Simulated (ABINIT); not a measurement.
A run of ABINIT 10.8.3 (patched build):

run.abi

```
# Pseudopotentials
pp_dirpath "./"
pseudos "Ni.GGA_PBE-JTH.xml"

# Structure
acell 2.4572992075 2.4572992075 2.4572992075 Angstrom
rprim
     0.0000000000     0.7071067812     0.7071067812
     0.7071067812     0.0000000000     0.7071067812
     0.7071067812     0.7071067812     0.0000000000
ntypat 1
znucl 28
natom 1
typat 1
xcart
     0.0000000000     0.0000000000     0.0000000000 Angstrom

# Plane-wave basis
ecut 30.0
pawecutdg 52.0

# k points
kptopt 1
ngkpt 8 8 8
nshiftk 1
shiftk 0.0 0.0 0.0

# Exchange and correlation
ixc -116133

# Bands and occupations
nband 14
occopt 3
tsmear 0.05 eV

# Spin
nsppol 2
spinat
     0.0000000000     0.0000000000     1.0000000000

# SCF cycle
nstep 100
tolvrs 1.0e-9

# Output
iomode 3
prtwf 0
prtden 0
prteig 0
prtebands 0
enunit 2
```

Potentials or basis: JTH PAW PBE v2.0.

The run is started by

```bash
$ abinit run.abi > log 2>&1
```

Hardware: 1 thread of Intel(R) Xeon(R) 6975P-C (Granite Rapids), on a shared host.

Task: Estimate the wall time of this run.

Result: Wall time 13 s on 1 thread of Intel(R) Xeon(R) 6975P-C (Granite Rapids), with other jobs on the host, peak memory 0.11 GiB. Counts: scf iterations 14, mpi ranks 1, k points 29, bands 14, plane waves 564.
